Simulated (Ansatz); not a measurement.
# Sn under changes of volume

One of the cells (27.650 Å³/atom); the others are scaled copies at fixed shape and fractional positions:

```xyz
2
Lattice="-2.9401 2.9401 1.5993 2.9401 -2.9401 1.5993 2.9401 2.9401 -1.5993" Properties=species:S:1:pos:R:3 pbc="T T T"
Sn    0.0000    0.0000    0.0000
Sn    0.0000    2.9401    0.7997
```

- Program: Ansatz 0.2.0
- Functional: PBE
- Potentials or basis: Ansatz PAW
- Cutoff: 420 eV (not typed: the program's choice for these potentials)
- k mesh: 9 × 9 × 9
- Occupations: fermi-dirac, width 0.05 eV
- Spin: no spin polarisation

```csv
volume (Å³/atom),energy over the lowest point (meV/atom),pressure (GPa)
25.991,36.45,5.3
26.544,20.83,3.8
27.097,9.86,2.5
27.650,3.07,1.4
28.203,0.00,0.4
28.756,?,?
29.309,3.62,-1.4
```

Problem. What does the run at 28.756 Å³/atom give?

Solution. Energy over the lowest point 0.30 meV/atom; pressure -0.5 GPa.

Worked out: A Birch-Murnaghan fit of order 3 (a polynomial in V^(-2/3)) to the other rows has its minimum at 28.43 Å³/atom with B0 = V·E''(V) = 48 GPa and B' = 4.5 at fixed shape and positions, which overstates the stiffness. It gives 0.30 meV/atom at 28.756 Å³/atom, against the run's 0.30, and -dE/dV = -0.5 GPa, against -0.5.

Energies are extrapolated to zero smearing.
